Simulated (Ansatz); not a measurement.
Space group Pm-3m (No. 221). a = 3.004 Å, b = 3.004 Å, c = 3.004 Å, α = 90.00°, β = 90.00°, γ = 90.00°
```json
{"atom": "Al", "site": "1a", "symmetry": "m-3m", "x": "0.0000", "y": "0.0000", "z": "0.0000"}
{"atom": "Ru", "site": "1b", "symmetry": "m-3m", "x": "0.5000", "y": "0.5000", "z": "0.5000"}
```

Equation of state of this AlRu structure (not necessarily the ground state), with shape and atoms relaxed at each volume where symmetry leaves them free. It has no gap at any of these volumes. These are results of Ansatz, DFT PBE, scalar-relativistic, plane waves, PAW, not measurements.

Cutoff 420 eV; k points 14×14×14 on the computed 2-atom cell (Γ-centred); Gaussian smearing, width 0.10 eV; no spin polarisation.

```tsv
V (Å³/atom)	E − E(largest V) (meV/atom)	P (GPa)
11.929	82.41	34.38
12.335	9.34	23.57
12.742	-38.43	14.40
13.149	-64.73	6.61
13.555	-72.78	-0.01
13.962	-65.31	-5.64
14.369	-44.66	-10.42
14.911	0.00	-15.69
```

Q: Fit a third-order Birch–Murnaghan equation to E(V).

A: V0 = 13.55 Å³/atom, B0 = 203 GPa, B0' = 4.4.